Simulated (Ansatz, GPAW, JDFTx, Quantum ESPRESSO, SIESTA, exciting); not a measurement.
MgO: 6 runs at one level of theory

```
Mg O
1.0
     0.00000    2.09700    2.09700
     2.09700    0.00000    2.09700
     2.09700    2.09700    0.00000
Mg O
1 1
Cartesian
  0.0000 0.0000 0.0000
  2.0970 2.0970 2.0970
```

The cell is a database's computed one, not the measured one.

Alike in all runs: task band structure; functional PBEsol; k mesh 11 × 11 × 11; occupations fermi-dirac, width 0.05 eV; no spin polarisation; no spin-orbit coupling. Pressure is positive in compression and, in plane waves, holds the error of the finite cutoff. Gaps are the smaller of the mesh's and the band path's.

```tsv
program and potentials	plane-wave cutoff (eV)	notes	band gap (eV)	pressure (GPa)
exciting, all-electron LAPW+lo, shipped species files, valence relativity iora*	-	-	4.77	-
Ansatz, all-electron LAPW, scalar-relativistic	-	-	4.76	2.41
GPAW, PAW data sets generated for this functional	800	-	4.78	3.13
SIESTA, files PseudoDojo sr-pbesol-0.4.1-standard, DZP (energy shift 0.003 Ry; two zetas on semicore shells)	-	atomic basis	4.68	5.74
Quantum ESPRESSO, PseudoDojo 0.4.1 SR PBEsol standard	1143	-	?	?
JDFTx, PseudoDojo-SR-PBEsol-0.4.1-standard	1143	-	4.79	-
```

**Question.** Estimate from the other rows what the run with Quantum ESPRESSO, PseudoDojo 0.4.1 SR PBEsol standard gave.

**Answer.** Band gap 4.79 eV; pressure 2.25 GPa. The other rows, which needn't bracket it: band gap 4.68 to 4.79; pressure 2.41 to 5.74.
